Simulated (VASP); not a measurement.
## Zr: relaxation of cell and atoms with PBE

The system is Zr.

```
CELL_PARAMETERS angstrom
3.23346 0.00000 0.00000
-1.61673 2.80026 0.00000
0.00000 0.00000 5.16645
ATOMIC_POSITIONS crystal
Zr 0.33333 0.66667 0.25000
Zr 0.66667 0.33333 0.75000
```

* Program: VASP 6.6.1
* Task: relaxation of cell and atoms
* Functional: PBE
* Potentials or basis: VASP PAW PBE potentials, release 64 (Zr_sv)
* Cutoff: 600 eV
* k mesh: 15 × 15 × 7
* Occupations: methfessel-paxton, width 0.1 eV
* Spin: no spin polarisation
* Further INCAR settings: ALGO = Normal; EDIFF = 1e-07; IBRION = 2; EDIFFG = -0.005; NSW = 90; ISIF = 3

| Quantity | Value |
| --- | --- |
| Relaxed volume | 23.39 Å³/atom |
| Relaxed cell | a = 3.233 Å, b = 3.233 Å, c = 5.168 Å, α = 90.00°, β = 90.00°, γ = 120.00° |
| Space group after relaxing (to 0.05 Å) | P6_3/mmc (No. 194) |
| Energy gained by relaxing | 0.0 meV/atom |
| Ionic steps | 2 |
| Pressure after relaxing | 0.0 GPa |
| Band gap on the k mesh | none (metal or under the smearing width) |

Final structure:
```yaml
crystal:
  lattice:
    - [3.23274, 0.00000, 0.00000]
    - [-1.61637, 2.79963, 0.00000]
    - [0.00000, 0.00000, 5.16823]
  atoms:
    - { symbol: Zr, position: [0.33333, 0.66667, 0.25000] }
    - { symbol: Zr, position: [0.66667, 0.33333, 0.75000] }
```

Levels at points of the mesh, in eV from the Fermi level:
```
           k point  band 8  band 9  band 10  band 11  band 12  band 13  band 14  band 15  band 16
(0.00, 0.00, 0.00)  -26.38   -5.66    -3.03     0.86     0.86     0.97     1.11     1.54     1.54
```

Wall time 76 s on 1 thread of AMD EPYC 9R45 (Zen 5), on a shared host, peak memory 0.2 GiB.
